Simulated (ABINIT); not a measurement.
Runs of ABINIT 10.8.3 (patched build) on WC (Qusongite). Symmetry: P-6m2, No. 187, hexagonal system. Conventional cell: a = 2.907 Å, b = 2.907 Å, c = 2.837 Å, α = 90.00°, β = 90.00°, γ = 120.00°. W (site symmetry -6m2) is surrounded by 6 C at 2.20 Å. C (site symmetry -6m2) has 6 W at 2.20 Å as nearest neighbours. 

```tsv
task	level	k mesh	cutoff (eV)	dispersion computed by	fine-grid cutoff	mesh quality	gap on the mesh (eV)	pressure (GPa)	V0 of scaled cells (Å³/atom)	B0 (GPa)
equation of state	RPBE+D3	10 × 10 × 9	517	simple-dftd3 1.7.0	1034.03 eV	not flagged	-	-	10.45	399
single point	PBEsol	4 × 4 × 4	544	-	1088.46 eV	coarse	none	-1.9	-	-
equation of state	PBEsol	10 × 10 × 9	544	-	1088.46 eV	not flagged	-	-	10.32	(a)
equation of state	WC	10 × 10 × 9	517	-	1034.03 eV	not flagged	-	-	(b)	408
single point	PBE	13 × 13 × 12	517	-	1034.03 eV	not flagged	none	(c)	-	-
```

Alike in all rows: potentials or basis JTH PAW PBE v2.0; no spin polarisation; cell as given; smearing fermi-dirac 0.05 eV.

Q: Fill in the values left out.

A: (a) 410; (b) 10.37; (c) 6.2.

Caveats: some runs use coarse meshes; the PAW data sets were made with another functional, which shifts forces and pressure a little (some runs); pressures at fixed basis lie under the slope of the energies (some runs); the cell was scaled at fixed shape and fractional positions, which overstates the stiffness of a crystal with free parameters, most of all of layers and chains (some runs).

A k mesh can miss the band edges, and the runs leave out spin-orbit coupling on W.

A gap of «none» marks a metal or a gap under the smearing width.
